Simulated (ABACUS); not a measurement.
Ca:

```
Ca
1.0
     3.98000    0.00000    0.00000
    -1.99000    3.44678    0.00000
     0.00000    0.00000    6.52000
Ca
2
Direct
  0.66667 0.33333 0.75000
  0.33333 0.66667 0.25000
```

This isn't the form of Ca at room conditions, which is fcc.

* Program: ABACUS 3.10.1
* Task: single point
* Functional: PBE
* Potentials or basis: PseudoDojo NC SR 0.4.1 PBE standard
* Cutoff: 925 eV
* Density cutoff: 3701 eV
* Basis: plane waves
* k mesh: 8 × 8 × 4
* Occupations: fermi-dirac, width 0.05 eV
* Spin: no spin polarisation

On this cell: pressure -0.9 GPa; largest force under 0.003 eV/Å; band gap on the k mesh none (metal or under the smearing width).

The same run follows on a disturbed copy (atoms moved at random, drawn with an rms of 0.05 Å):

```
CELL_PARAMETERS angstrom
3.98000 0.00000 0.00000
-1.99000 3.44678 0.00000
0.00000 0.00000 6.52000
ATOMIC_POSITIONS crystal
Ca 0.67210 0.33832 0.75526
Ca 0.33342 0.67190 0.24816
```

Q: What does the disturbed cell give?

A: The energy (extrapolated to zero smearing) moves by +0.8 meV/atom; pressure -0.9 GPa; largest force 0.064 eV/Å; band gap on the k mesh none (metal or under the smearing width).

Forces in eV/Å, atoms in the order of the input:
```
Ca  -0.008  0.000 -0.063
Ca   0.008  0.000  0.063
```

Stress tensor (GPa, compression positive):
```
-0.95  0.03  0.00
 0.03 -0.94  0.00
 0.00  0.00 -0.68
```

Caveats: the cell was measured hot, at 723 K.
